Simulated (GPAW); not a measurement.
Runs of GPAW 26.7.0 on HfO2. Symmetry: Fm-3m, No. 225, cubic system. The conventional cell has a = 5.115 Å, b = 5.115 Å, c = 5.115 Å, α = 90.00°, β = 90.00°, γ = 90.00°. Hf (site symmetry m-3m) is surrounded by 8 O at 2.21 Å. Around O (site symmetry -43m) lie 4 Hf at 2.21 Å. Measurements of this composition are mostly on another form, of space group No. 14.

```csv
task,level,potentials or basis,spin,cell,k mesh,smearing,optimizer,fmax,max steps,convergence,band path,gap on the mesh (eV),pressure (GPa),relaxed volume (Å³/atom)
single point,PBE,"GPAW PAW data sets (gpaw-data 1.2.1), pw",off,as given,9 × 9 × 9,gaussian 0.02 eV,-,-,-,-,-,3.84,-2.8,-
single point,PBE,"GPAW PAW data sets (gpaw-data 1.2.1), pw",off,as given,9 × 9 × 9,gaussian 0.011 eV,-,-,-,-,-,3.84,-2.8,-
single point,PBEsol,"PAW data sets generated in the run's folder for this functional, pw",off,as given,9 × 9 × 9,gaussian 0.02 eV,-,-,-,-,-,(b),-10.3,-
relaxation of cell and atoms,LDA,"the program's PAW data sets (release 1.2.1) made for this functional, pw",off,relaxed,9 × 9 × 9,fermi-dirac 0.05 eV,LBFGS,0.05 eV/Å,60,density=1e-05 forces=0.0001,-,(c),-0.1,10.39
single point,PBE,"GPAW PAW data sets (gpaw-data 1.2.1), pw",off,as given,9 × 9 × 9,gaussian 0.024 eV,-,-,-,-,-,3.84,-2.8,-
single point,PBE,"GPAW PAW data sets (gpaw-data 1.2.1), pw",off,as given,9 × 9 × 9,gaussian 0.022 eV,-,-,-,-,-,3.84,-2.8,-
single point,PBE,"GPAW PAW data sets (gpaw-data 1.2.1), pw",off,as given,9 × 9 × 9,gaussian 0.025 eV,-,-,-,-,-,3.84,-2.8,-
band structure,r2SCAN,"GPAW PAW data sets (gpaw-data 1.2.1), pw","SOC, no magnetisation",as given,7 × 7 × 7,fermi-dirac 0.05 eV,-,-,-,-,"GXWKGLUWLK,UX",4.38,-8.5,-
relaxation of cell and atoms,BLYP,"PAW data sets generated in the run's folder for this functional, pw",off,relaxed,9 × 9 × 9,fermi-dirac 0.05 eV,BFGS,0.02 eV/Å,100,density=1e-05 forces=0.0001,-,(a),0.0,11.25
single point,PBE,"GPAW PAW data sets (gpaw-data 1.2.1), pw",off,as given,9 × 9 × 9,gaussian 0.012 eV,-,-,-,-,-,3.84,-2.8,-
single point,PBE,"GPAW PAW data sets (gpaw-data 1.2.1), pw",off,as given,9 × 9 × 9,gaussian 0.013 eV,-,-,-,-,-,3.84,-2.8,-
single point,PBE,"GPAW PAW data sets (gpaw-data 1.2.1), pw",off,as given,9 × 9 × 9,gaussian 0.015 eV,-,-,-,-,-,3.84,-2.8,-
```

Alike in all rows: cutoff (eV) 800.

Question: Estimate the missing entries.

Answer: (a) 3.86; (b) 3.70; (c) 3.82.

Caveats: spin-orbit coupling is left out, which moves the levels of the heavy elements (some runs); an odd mesh through Γ misses points on the zone boundary, where band edges often lie (some runs); later steps reuse the first step's grids (some runs); spin-orbit coupling was added after a scalar SCF, so levels and gaps hold it while energy, forces, pressure and moments don't (some runs); this program's spin-orbit splittings come out too wide for heavy elements (some runs); the PAW data sets were made with another functional, which shifts forces and pressure a little (some runs); the mesh misses the band edges, which the band path finds closer together (some runs).

A k mesh can miss the band edges, and rows without SOC leave out spin-orbit coupling on Hf.
